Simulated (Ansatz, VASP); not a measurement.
**One calculation of LaB6, two programs**

```
La B
1.0
     4.15700    0.00000    0.00000
     0.00000    4.15700    0.00000
     0.00000    0.00000    4.15700
La B
1 6
Direct
  0.00000 0.00000 0.00000
  0.20045 0.50000 0.50000
  0.50000 0.20045 0.50000
  0.79955 0.50000 0.50000
  0.50000 0.79955 0.50000
  0.50000 0.50000 0.20045
  0.50000 0.50000 0.79955
```

Alike in both runs: functional PBEsol; k mesh 3 × 3 × 3; no spin polarisation.

Ansatz relaxed the structure, and its values are those at the end. VASP's run is a single point on that final structure, the one shown.

```csv
,VASP,Ansatz
version,VASP 6.6.1,Ansatz 0.2.0
potentials or method,"VASP PAW PBE potentials, release 64 (La, B)","plane waves, PAW"
plane-wave cutoff (eV),520,630
occupations,"methfessel-paxton of order 1, width 0.15 eV","cold, width 0.15 eV"
valence electrons in the cell,29,29
```

Ansatz gave:

| Item | Value |
| --- | --- |
| rms of the force components (eV/Å) | 0.004 |

Q: What did VASP give for the same quantities?

A: rms of the force components (eV/Å): 0.015.

Caveats: the k mesh is coarse (spacing up to 0.50 Å⁻¹), so the values aren't converged; the PAW data sets were made with another functional, which shifts forces and pressure a little (VASP). Spin-orbit coupling is left out, which matters for the levels of La.
